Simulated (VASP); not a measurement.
Write the native input for VASP 6.6.1 that does the following.

| Quantity | Value |
| --- | --- |
| Task | single point |
| Functional | PBE |
| Potentials or basis | VASP PAW PBE potentials, release 64 (Ge_d) |
| Cutoff | 520 eV |
| k mesh | 6 × 6 × 6 |
| Occupations | fermi-dirac, width 0.05 eV |
| Spin | no spin polarisation |
| Further INCAR settings | ALGO = Normal; EDIFF = 1e-07; NBANDS = 66 |

The structure of Ge lies in POSCAR:

```
Ge
1.0
   -3.4841702800      3.4841702800      3.4841702800
    3.4841702800     -3.4841702800      3.4841702800
    3.4841702800      3.4841702800     -3.4841702800
Ge
8
Direct
    0.2988990800      0.2988990800      0.2988990800
    0.0000000000      0.2011009200      0.5000000000
    0.2011009200      0.5000000000      0.0000000000
    0.5000000000      0.0000000000      0.2011009200
    0.7011009200      0.7011009200      0.7011009200
    0.0000000000      0.7988990800      0.5000000000
    0.7988990800      0.5000000000      0.0000000000
    0.5000000000      0.0000000000      0.7988990800
```

This isn't the form of Ge at room conditions, which is diamond.

The input as run:

INCAR

```
PREC = Accurate
ENCUT = 520
EDIFF = 1E-7
ISMEAR = -1
SIGMA = 0.05
LREAL = False
LASPH = True
NELM = 60
ALGO = Normal
ISIF = 2
LWAVE = False
LCHARG = False
GGA = PE
NBANDS = 66
```

KPOINTS

```
Automatic mesh
0
Gamma
  6 6 6
```

Potentials or basis: VASP PAW PBE potentials, release 64 (Ge_d).

Run with:

```bash
$ cat potpaw_PBE.64/Ge_d/POTCAR > POTCAR
$ mpirun -np 1 vasp_std > vasp.out
```

Results of the run:

- Pressure: 2.9 GPa
- Largest force: 0.257 eV/Å
- Band gap on the k mesh: none (metal or under the smearing width)

Wall time 3.7 min on 1 thread of Intel(R) Xeon(R) Platinum 8488C (Sapphire Rapids) (shared host), peak memory 0.39 GiB.
